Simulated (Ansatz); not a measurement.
A run of Ansatz 0.2.0 is set up as follows.

File input.yaml:

```yaml
crystal:
  lattice:
    - [3.3203649265, 0.0, 0.0]
    - [-1.6601824632, 2.8755203762, 0.0]
    - [0.0, 0.0, 32.59125276]
  atoms:
    - { symbol: Mo, position: [0.0, 0.0, 0.2301230964] }
    - { symbol: Se, position: [0.33333333, 0.66666666, 0.2808665986] }
    - { symbol: Se, position: [0.33333333, 0.66666666, 0.7191334014] }
    - { symbol: Mo, position: [0.0, 0.0, 0.7698769036] }
kpoints:
  mp_grid: { grid: [9, 9, 1] }
scf:
  occupations: { method: fermi_dirac, width: 0.05 }
hamiltonian:
  xc: pbe
  pseudopotentials: { kind: all_electron, lapw: { basis_error: 0.002 } }
output:
  forces: true
  stress: true
relax:
  f_tol: 0.02
  max_steps: 60
```

Potentials or basis: all-electron LAPW, scalar-relativistic.

The run is started by

```sh
$ ansatz run input.yaml --threads 4 --pin off --max-ram 14336MiB --backend cpu --events-out ev --progress --plain --runs-dir out
```

Question: Estimate the energy gained by relaxing.

Answer: 10.2 meV/atom.

Final structure:
```xyz
4
Lattice="3.3204 0.0000 0.0000 -1.6602 2.8755 0.0000 0.0000 0.0000 32.5913" Properties=species:S:1:pos:R:3 pbc="T T T"
Mo    0.0000    0.0000    7.5265
Se    0.0000    1.9170    9.1281
Se    0.0000    1.9170   23.4631
Mo    0.0000    0.0000   25.0648
```
